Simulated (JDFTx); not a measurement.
# ZnSe (Stilleite): equation of state with PBEsol

The system is ZnSe (Stilleite).

```xyz
2
Lattice="0.0000 2.8338 2.8338 2.8338 0.0000 2.8338 2.8338 2.8338 0.0000" Properties=species:S:1:pos:R:3 pbc="T T T"
Se    4.2507    4.2507    4.2507
Zn    0.0000    0.0000    0.0000
```

```json
{"Program": "JDFTx 1.7.0 (patched build)", "Task": "equation of state", "Functional": "PBEsol", "Potentials or basis": "PseudoDojo-SR-PBEsol-0.4.1-standard with smoothed tails", "Cutoff": "1170 eV", "Density cutoff": "9361 eV", "k mesh": "8 × 8 × 8", "Occupations": "fermi-dirac, width 0.05 eV", "Spin": "no spin polarisation"}
```

```yaml
Equilibrium_volume: 22.33 Å³/atom
Bulk_modulus: 65 GPa
Pressure_derivative_of_the_bulk_modulus: 4.6
```

Energy against volume, from the lowest point:
| volume (Å³/atom) | energy (meV/atom) |
| --- | --- |
| 21.391 | 8.77 |
| 21.846 | 2.26 |
| 22.301 | 0.00 |
| 22.757 | 1.56 |
| 23.212 | 6.52 |
| 23.667 | 14.50 |
| 24.122 | 25.21 |
